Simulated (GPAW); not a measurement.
# Bi2Te2Se (R-3m) in GPAW: single point with PBEsol

Aim: the single point of Bi2Te2Se with PBEsol.

Program: GPAW 26.7.0. These are calculated values, not measurements. Logs are shortened: lines on timing, memory, paths and dates and some standing lists are left out, and cuts for length are marked. The log counts tension as positive stress, the text compression.

### 1 The undisturbed crystal

It takes space group R-3m (No. 166, trigonal). The conventional cell has a = 4.322 Å, b = 4.322 Å, c = 31.757 Å, α = 90.00°, β = 90.00°, γ = 120.00°. Bi (site symmetry 3m) has 3 Te at 3.05 Å and 3 Se at 3.11 Å as nearest neighbours. Around Te (site symmetry 3m) lie 3 Bi at 3.05 Å. Se (site symmetry -3m) is surrounded by 6 Bi at 3.11 Å.

The cell is a database's computed one.

### 2 Single point, PBEsol (atoms moved at random, drawn with an rms of 0.05 Å)

run.py reads:

```python
from ase import Atoms
from ase.dft.bandgap import bandgap
from ase.io import write
from ase.units import GPa
from ase.parallel import parprint
from gpaw import GPAW, PW, setup_paths

setup_paths.insert(0, '.')

atoms = Atoms(['Bi', 'Bi', 'Te', 'Te', 'Se'],
              cell=[[2.1609687617, 1.2476358963, 10.5855712543],
                    [-2.1609687617, 1.2476358963, 10.5855712543],
                    [0.0, -2.4952717926, 10.5855712543]],
              scaled_positions=[[0.398995, 0.390649, 0.385517],
                                [0.614501, 0.607213, 0.599207],
                                [0.780528, 0.776987, 0.785553],
                                [0.212107, 0.223663, 0.221096],
                                [-0.005375, -0.000177, 0.008072]],
              pbc=True)

calc = GPAW(mode=PW(600),
            xc='PBEsol',
            kpts={'size': (7, 7, 7), 'gamma': True},
            occupations={'name': 'fermi-dirac', 'width': 0.05},
            nbands=39,
            convergence={'density': 1e-05, 'energy': 1e-05},
            maxiter=150,
            txt='gpaw.txt')
atoms.calc = calc
energy = atoms.get_potential_energy()
forces = atoms.get_forces()
stress = atoms.get_stress()
calc.write('gs.gpw')
write('result.traj', atoms)
parprint(f'Energy: {energy:.6f} eV')
parprint('Forces (eV/A):')
parprint(forces.round(4))
parprint('Stress (GPa):', (stress / GPa).round(3))
parprint('Fermi level:', round(calc.get_fermi_level(), 4), 'eV')
parprint(f'Gap: {bandgap(calc)[0]:.4f} eV, direct: {bandgap(calc, direct=True)[0]:.4f} eV')
```

Potentials or basis: PAW data sets generated in the run's folder for this functional, pw.

Command:

```bash
$ gpaw-setup -f PBEsol Bi Se Te
$ OMP_NUM_THREADS=1 mpirun -n 4 gpaw python run.py
```

gpaw.txt:

```text
__  _  _
 | _ |_)|_||  |
 |__||  | ||/\| - 26.7.0

Input parameters:
  mode=PW(ecut=600.0),
  convergence={'density': 1e-05, 'energy': 1e-05},
  kpts=MonkhorstPack(size=(7, 7, 7), gamma=True),
  maxiter=150,
  nbands=39,
  occupations=Occupations(name='fermi-dirac', width=0.05),
  xc=XC(name='PBEsol')

Diagonalizing LCAO Hamiltonian
Converting LCAO to pw mode

       Te

       Bi

       Bi

       Te

       Se

Atoms  # Å, Bohr magnetons
|   | symbol |         x |         y |         z |    initial magnetic moments |
|---|--------|-----------|-----------|-----------|-----------------------------|
| 0 |     Bi |  0.018035 |  0.023219 | 12.439751 | ( 0.0000,  0.0000,  0.0000) |
| 1 |     Bi |  0.015749 |  0.029070 | 19.275489 | ( 0.0000,  0.0000,  0.0000) |
| 2 |     Te |  0.007652 | -0.016957 | 24.802713 | ( 0.0000,  0.0000,  0.0000) |
| 3 |     Te | -0.024972 | -0.008012 |  6.953302 | ( 0.0000,  0.0000,  0.0000) |
| 4 |     Se | -0.011233 | -0.027069 |  0.026676 | ( 0.0000,  0.0000,  0.0000) |

Unit cell  # Å
| periodic |         x |         y |         z |   lengths |    angles |
|----------|-----------|-----------|-----------|-----------|-----------|
|      yes |  2.160969 |  1.247636 | 10.585571 | 10.875693 | 22.921560 |
|      yes | -2.160969 |  1.247636 | 10.585571 | 10.875693 | 22.921560 |
|      yes |  0.000000 | -2.495272 | 10.585571 | 10.875693 | 22.921560 |

Number of symmetries: 1
Symmetry operations  # r_c * U_cc + t_c -> r_c
|   | kind |            matrix            |
|---|------|------------------------------|
| 0 |  E   |  1, 0, 0,  0, 1, 0,  0, 0, 1 |

BZ-sampling:
  Number of BZ points: 343
  Number of IBZ points: 172

  Monkhorst-Pack size: [7, 7, 7]
  Monkhorst-Pack shift: [0, 0, 0]

K-points  # in reciprocal-cell coordinates
|     |                                coordinates |     weight |
|-----|--------------------------------------------|------------|
|   0 | (  0.00000000,   0.00000000,   0.00000000) | 0.00291545 |
|   1 | (  0.00000000,   0.00000000,   0.14285714) | 0.00583090 |
|   2 | (  0.00000000,   0.00000000,   0.28571429) | 0.00583090 |
|   3 | (  0.00000000,   0.00000000,   0.42857143) | 0.00583090 |
|   4 | (  0.00000000,   0.14285714,  -0.42857143) | 0.00583090 |
|   5 | (  0.00000000,   0.14285714,  -0.28571429) | 0.00583090 |
|   6 | (  0.00000000,   0.14285714,  -0.14285714) | 0.00583090 |
|   7 | (  0.00000000,   0.14285714,   0.00000000) | 0.00583090 |
|   8 | (  0.00000000,   0.14285714,   0.14285714) | 0.00583090 |
|   9 | (  0.00000000,   0.14285714,   0.28571429) | 0.00583090 |
| ... |                                            |            |
| 171 | (  0.42857143,   0.42857143,   0.42857143) | 0.00583090 |

Plane wave coefficients: 5751
Cutoff: 600.0 eV

Spin-components: 1 (collinear spins)
Bands:           39
Projectors:      27
Spin-degeneracy: 2
Datatype:        complex128

Parallelization:
  kpt:    4
  domain: 1
  band:   1

Density:
  Valence electrons: 48.0
  Components: 1
  Grid points: [63 63 63]
  Charge: 0.0  # |e|

Potential:
  Grid points: [63 63 63]

species:
  Bi:
    name:    Bismuth
    Z:       83.0
    valence: 15
    core:    68
    charge:  0.0  # [|e|]
    compensation charges:
      type: gauss
      rc: 0.38  # [Å]
      lmax: 2
    cutoffs:
      filter: 2.23  # [Å]
      core: 2.33  # [Å]
    projectors
    | kind |    occ | energy [eV] | rcut [Å] |
    |------|--------|-------------|----------|
    |   6s |  2.000 |     -14.443 |    1.286 |
    |   6p |  3.000 |      -4.606 |    1.275 |
    |   5d | 10.000 |     -27.097 |    1.349 |
    |    s |        |      12.769 |    1.286 |
    |    p |        |      22.605 |    1.275 |
    |    d |        |       0.114 |    1.349 |

    Using partial waves for Bi as LCAO basis

  Te:
    name:    Tellurium
    Z:       52.0
    valence: 6
    core:    46
    charge:  0.0  # [|e|]
    compensation charges:
      type: gauss
      rc: 0.36  # [Å]
      lmax: 2
    cutoffs:
      filter: 2.09  # [Å]
      core: 3.17  # [Å]
    projectors
    | kind |    occ | energy [eV] | rcut [Å] |
    |------|--------|-------------|----------|
    |   5s |  2.000 |     -15.132 |    1.180 |
    |   5p |  4.000 |      -5.970 |    1.196 |
    |    s |        |      12.080 |    1.180 |
    |    p |        |      21.241 |    1.196 |
    |    d |        |       0.000 |    1.238 |

    Using partial waves for Te as LCAO basis

  Se:
    name:    Selenium
    Z:       34.0
    valence: 6
    core:    28
    charge:  0.0  # [|e|]
    compensation charges:
      type: gauss
      rc: 0.27  # [Å]
      lmax: 2
    cutoffs:
      filter: 1.77  # [Å]
      core: 2.67  # [Å]
    projectors
    | kind |    occ | energy [eV] | rcut [Å] |
    |------|--------|-------------|----------|
    |   4s |  2.000 |     -17.281 |    0.847 |
    |   4p |  4.000 |      -6.511 |    1.005 |
    |    s |        |       9.930 |    0.847 |
    |    p |        |      20.700 |    1.005 |
    |    d |        |       0.000 |    0.847 |

    Using partial waves for Se as LCAO basis

Reference energy: -1604869.941217  # eV

eigensolver:
  PPCG
  Converge bands: occupied
  niter=2

density mixing:
  MSR1-Mixer
  Pratt-step length: 0.05
  Maximum mixing coefficient: 0.75
  Old densities: 10
  SVD Regularization: 0.005
  Good broyden scale: 1.0
  Trust region scale: 1.0
  Backstep threshold: 4.0
  History deletion threshold: 6.0
  Fourier metric: weight=20.0, sigma=0.015

occupation numbers:
  Fermi-Dirac:
    width: 0.0500  # eV

poisson solver:
  ecut: 4800.0  # eV

xc functional:
  name: PBEsol with 2 nearest neighbor stencil

convergence criteria:
- Maximum integral of absolute [dens]ity change: 1e-05 electrons / valence electron
- Maximum [total energy] change in last 3 cyles: 1e-05 eV / valence electron
- Maximum integral of absolute [eigenst]ate change: 4e-08 eV^2 / valence electron
maximum number of iterations: 150

SCF iterations
|iter     | |      energy | eigst |  dens |
|---------|-|-------------|-------|-------|
|iter:   1| |  -22.892423 | +0.06 |       |
|iter:   2| |  -22.860864 | -1.94 | -1.27 |
|iter:   3| |  -22.745814 | -2.49 | -1.33 |
|iter:   4| |  -22.593999 | -3.01 | -1.53 |
|iter:   5| |  -22.562962 | -3.63 | -1.83 |
|iter:   6| |  -22.564651 | -4.11 | -2.31 |
|iter:   7| |  -22.562616 | -4.98 | -2.71 |
|iter:   8| |  -22.562697 | -5.66 | -3.40 |
|iter:   9| |  -22.562725c| -6.13 | -3.73 |
|iter:  10| |  -22.562730c| -6.49 | -3.98 |
|iter:  11| |  -22.562730c| -7.64c| -4.59 |
|iter:  12| |  -22.562730c| -8.48c| -5.19c|

Converged in 12 steps
Energy contributions relative to reference atoms: (reference = -1604869.941217)

Energy contributions:
  Kinetic:          48.718910
  Coulomb:         -48.471074
  Zero:             -2.677571
  External:          0.000000
  Xc:              -20.132935
  Entropy:          -0.000120
  Spinorbit:         0.000000
  ----------------------------
  Free energy:     -22.562790
  Extrapolated:    -22.562730

dipole moment: (-0.260523, 17.834261, 39.339101)  # |e|*Ang

Fermi level: 4.996
Eigenvalues  # (at kpt = [0.000, 0.000, 0.000])
| band index |      eig [eV] | occ [0-2] |
|------------|---------------|-----------|
|          0 |       -18.243 |     2.000 |
|        ... |               |           |
|         16 |         3.054 |     2.000 |
|         17 |         3.079 |     2.000 |
|         18 |         3.102 |     2.000 |
|         19 |         3.625 |     2.000 |
|         20 |         3.735 |     2.000 |
|         21 |         4.131 |     2.000 |
[... 8 lines left out ...]
|         30 |        10.507 |     0.000 |
|         31 |        11.170 |     0.000 |
|        ... |               |           |
|         38 |        12.858 |     0.000 |

Gap: 0.393 eV
Transition (v -> c):
  (s=0, k=0, n=23, [0.00, 0.00, 0.00]) -> (s=0, k=0, n=24, [0.00, 0.00, 0.00])
No difference between direct/indirect transitions

Forces  # eV/Ang
|        x |        y |        z |
|----------|----------|----------|
| -0.01091 | -0.08210 |  0.05886 |  # Bi   0
| -0.10108 | -0.07463 |  0.29002 |  # Bi   1
| -0.01852 |  0.06149 | -0.12387 |  # Te   2
|  0.11746 |  0.05419 | -0.05183 |  # Te   3
|  0.01303 |  0.04102 | -0.17320 |  # Se   4

Stress tensor  # eV/Ang^3
|         x |         y |         z |
|-----------|-----------|-----------|
|  0.010354 | -0.000950 |  0.001808 |
| -0.000950 |  0.010342 | -0.000086 |
|  0.001808 | -0.000086 |  0.011503 |

# Writing to gs.gpw (mode='')
```

Wall time 21 min (4 MPI ranks of Arm Neoverse V1, shared host); peak memory 0.79 GiB.

What came out:

* Free energy: -22.5628 eV
* Pressure: -1.7 GPa
* Largest force: 0.316 eV/Å
* Band gap on the k mesh: 0.39 eV, direct

Forces on the atoms (eV/Å):
```
Bi  -0.011 -0.082  0.059
Bi  -0.101 -0.075  0.290
Te  -0.019  0.061 -0.124
Te   0.117  0.054 -0.052
Se   0.013  0.041 -0.173
```

Stress tensor (GPa, compression positive):
```
-1.66  0.15 -0.29
 0.15 -1.66  0.01
-0.29  0.01 -1.84
```

Levels at points of the mesh, in eV from the valence-band top:
```
           k point  band 22  band 23  band 24  band 25  band 26  band 27
(0.00, 0.00, 0.00)    -0.65    -0.58     0.00     0.39     1.31     1.39
```

Caveat: spin-orbit coupling is left out, which as a rule narrows the gap of such compounds by several tenths of an eV; an odd mesh through Γ misses points on the zone boundary, where band edges often lie; the program warned that so skewed a cell can give wrong results.
